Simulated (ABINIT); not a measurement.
# GaP (F-43m) in ABINIT: settings compared, part 2 of 2

ABINIT 10.8.3 (patched build). Earlier steps stand in the parts before.

## (3) Single point, LDA

Contents of run.abi:

```
# Pseudopotentials
pp_dirpath "./"
pseudos "Ga.upf, P.upf"

# Structure
acell 3.8540855109 3.8540855109 3.8540855109 Angstrom
rprim
     0.0000000000     0.7071067812     0.7071067812
     0.7071067812     0.0000000000     0.7071067812
     0.7071067812     0.7071067812     0.0000000000
ntypat 2
znucl 31 15
natom 2
typat 1 2
xcart
     0.0000000000     0.0000000000     0.0000000000
     7.7249641817     7.7249641817     7.7249641817

# Plane-wave basis
ecut 36.0

# k points
kptopt 1
ngkpt 6 6 6
nshiftk 1
shiftk 0.0 0.0 0.0

# Exchange and correlation
ixc 7

# Bands and occupations
nband 13
occopt 3
tsmear 0.00183747

# SCF cycle
nstep 100
tolvrs 1.0e-10

# Output
iomode 3
prtwf 0
prtden 0
prteig 0
prtebands 0
enunit 1
```

Potentials or basis: PseudoDojo NC SR LDA v0.4.1 standard.

Run with:

```bash
> abinit run.abi > log 2>&1
```

run.abo:

```text
.Version 10.8.3 of ABINIT
 Symmetries : space group F-4 3 m (#216); Bravais cF (face-center cubic)
================================================================================
 Values of the parameters that define the memory need of the present run
     intxc =       0    ionmov =       0      iscf =       7    lmnmax =       6
     lnmax =       6     mgfft =      40  mpssoang =       3    mqgrid =    3001
     natom =       2  nloc_mem =       1    nspden =       1   nspinor =       1
    nsppol =       1      nsym =      24    n1xccc =    2501    ntypat =       2
    occopt =       3   xclevel =       1
       mpw =        2838          nfft =       64000          nkpt =          16
================================================================================
================================================================================

--------------------------------------------------------------------------------
------------- Echo of variables that govern the present computation ------------
[... 198 lines left out ...]
- sigma(3 3)=  3.84776111E+00  sigma(2 1)=  0.00000000E+00

== END DATASET(S) ==============================================================
================================================================================

 -outvars: echo values of variables after computation  --------
            acell      7.2831660814E+00  7.2831660814E+00  7.2831660814E+00 Bohr
           etotal     -8.3347817841E+01
            fcart      1.7870718241E-31  1.2764798744E-31  3.0635516985E-31
                      -1.7870718241E-31 -1.2764798744E-31 -3.0635516985E-31
            rprim      0.0000000000E+00  7.0710678120E-01  7.0710678120E-01
                       7.0710678120E-01  0.0000000000E+00  7.0710678120E-01
                       7.0710678120E-01  7.0710678120E-01  0.0000000000E+00
           strten      1.3078274180E-04  1.3078274180E-04  1.3078274180E-04
                       0.0000000000E+00  0.0000000000E+00  0.0000000000E+00
           xangst      0.0000000000E+00  0.0000000000E+00  0.0000000000E+00
                       4.0878750001E+00  4.0878750001E+00  4.0878750001E+00
             xred      0.0000000000E+00  0.0000000000E+00  0.0000000000E+00
                       7.5000000000E-01  7.5000000000E-01  7.5000000000E-01
 Calculation completed.
```

Run time: 22 s. Hardware: 1 thread of Arm Neoverse V1, shared host; peak memory 0.07 GiB.

Results:

* Free energy: -2268.0097 eV
* Band gap on the k mesh: 1.50 eV, indirect (least direct gap 1.60 eV)
* Valence electrons inside the program's atomic spheres: Ga 10.85; P 2.78

Levels at points of the mesh, in eV from the valence-band top:
| k point | band 7 | band 8 | band 9 | band 10 | band 11 | band 12 |
| --- | --- | --- | --- | --- | --- | --- |
| (0.00, 0.00, 0.00) | 0.00 | 0.00 | 0.00 | 1.60 | 3.79 | 3.79 |
| (0.50, 0.00, 0.00) | -6.72 | -1.13 | -1.13 | 1.50 | 4.63 | 4.63 |
| (0.50, 0.50, 0.00) | -6.85 | -2.71 | -2.71 | 1.50 | 1.68 | 10.43 |

## (4) Single point, PBE

Contents of run.abi:

```
pp_dirpath "./"
pseudos "Ga.upf, P.upf"

acell 3.8540855109 3.8540855109 3.8540855109 Angstrom
rprim
     0.0000000000     0.7071067812     0.7071067812
     0.7071067812     0.0000000000     0.7071067812
     0.7071067812     0.7071067812     0.0000000000
ntypat 2
znucl 31 15
natom 2
typat 1 2
xred
     0.0000000000     0.0000000000     0.0000000000
     0.7500000000     0.7500000000     0.7500000000

ecut 979.609905 eV

kptopt 1
ngkpt 6 6 6
nshiftk 1
shiftk 0.0 0.0 0.0

ixc 11

nband 13
occopt 3
tsmear 0.05 eV

nstep 100
tolvrs 1.0e-10

iomode 3
prtwf 0
prtden 0
prteig 0
prtebands 0
```

Potentials or basis: PseudoDojo NC SR PBE v0.4.1 standard.

Run with:

```bash
> abinit run.abi > log 2>&1
```

Wall time 21 s (1 thread of Arm Neoverse V1, shared host); peak memory 0.08 GiB.

The run converged. Its results:

```yaml
Free_energy: -2270.1819 eV
Band_gap_on_the_k_mesh: 1.65 eV, indirect (least direct gap 1.82 eV)
Valence_electrons_inside_the_program's_atomic_spheres: Ga 10.83; P 2.79
```

Levels at points of the mesh, in eV from the valence-band top:
```tsv
k point	band 6	band 7	band 8	band 9	band 10	band 11	band 12	band 13
(0.00, 0.00, 0.00)	-12.49	0.00	0.00	0.00	1.82	3.89	3.89	3.89
(0.50, 0.00, 0.00)	-10.43	-6.63	-1.12	-1.12	1.67	4.72	4.72	8.29
(0.50, 0.50, 0.00)	-9.53	-6.75	-2.68	-2.68	1.65	1.82	10.57	10.57
```

## (5) How close it comes

Step 2. Measured gap of GaP: 2.34 eV (indirect; 10 K; quoted in “Stacking defects in GaP nanowires: Electronic structure and optical properties”, 2018, arxiv:1810.01194). This calculation gives 1.50 eV (-0.84 eV). Spin-orbit coupling on Ga is left out. The value is that of LDA on a finite k mesh, which can miss the band edges, without temperature or zero-point motion. Semilocal functionals fall short of measured gaps as a rule.

Step 3. Against the measured gap of GaP, 2.34 eV (indirect; 10 K; quoted in “Stacking defects in GaP nanowires: Electronic structure and optical properties”, 2018, arxiv:1810.01194), the calculated 1.50 eV is off by -0.84 eV. Spin-orbit coupling on Ga is left out. The value is that of LDA on a finite k mesh, which can miss the band edges, without temperature or zero-point motion. Semilocal functionals fall short of measured gaps as a rule.

Step 4. Measured gap of GaP: 2.34 eV (indirect; 10 K; quoted in “Stacking defects in GaP nanowires: Electronic structure and optical properties”, 2018, arxiv:1810.01194). This calculation gives 1.65 eV (-0.69 eV). Spin-orbit coupling on Ga is left out. The value is that of PBE on a finite k mesh, which can miss the band edges, without temperature or zero-point motion. Semilocal functionals fall short of measured gaps as a rule.
